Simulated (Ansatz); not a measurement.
Relaxed Li2O (anti-fluorite):

```xyz
6
Lattice="0.0000 4.6261 4.6261 2.3131 2.3131 4.6261 2.3131 2.3131 0.0000" Properties=species:S:1:pos:R:3 pbc="T T T"
O      0.0000     0.0000     0.0000
O      2.3131     4.6261     6.9392
Li     1.1565     5.7827     5.7827
Li     1.1565     3.4696     3.4696
Li     3.4696     3.4696     3.4696
Li     3.4696     5.7827     5.7827
```

A phonon eigenvector at X = (0.5, 0.5, 0.0) is frozen into this cell: atom i moves by Q times the vector below, so Q is the largest atomic displacement, in Å. The cell is held. It is one choice among 2 degenerate patterns. (q is in reciprocal vectors of the primitive cell; the cell shown is doubled to hold the pattern.)

| atom | x | y | z |
|---|---|---|---|
| Li3 | 0.000 | 1.000 | 0.000 |
| Li4 | 0.000 | -1.000 | 0.000 |
| Li5 | 0.000 | -1.000 | 0.000 |
| Li6 | 0.000 | 1.000 | 0.000 |

Atoms not listed stay in place.

Calculation: PBE (plane waves to 420 eV, PAW, scalar-relativistic; Ansatz, an electronic-structure program). k mesh 12×12×12 (Γ-centred), Fermi-Dirac smearing 0.05 eV. E stands for the smeared free energy. Li2O was relaxed with its symmetry unable to fall. ΔE is measured from the undisplaced structure.

```
Q (Å)    ΔE (meV/cell)
-------  -------------
-0.1000           34.9
-0.0833           24.2
-0.0667       withheld
-0.0500            8.7
-0.0333            3.8
-0.0167            1.0
0.0000             0.0
0.0167             1.0
0.0333             3.8
0.0500             8.7
0.0667        withheld
0.0833            24.2
0.1000            34.9
```

Fit an even polynomial form (powers 2, 4) to the given rows and predict ΔE at Q = -0.0667.

Least squares on the 11 given rows: ΔE = (3473)·Q² + (1753)·Q⁴, in meV/cell with Q in Å; root-mean-square residual 0.03 meV/cell. At -0.0667 the fit gives 15.5 meV/cell; the calculation gives 15.4 meV/cell, so the interpolation is off by 0.1 (+0.6 %). The quadratic term alone would give 15.5 meV/cell.

(A displaced cell: forces are minus the slopes of the energy, force constants its curvatures, and phonons follow from these.)
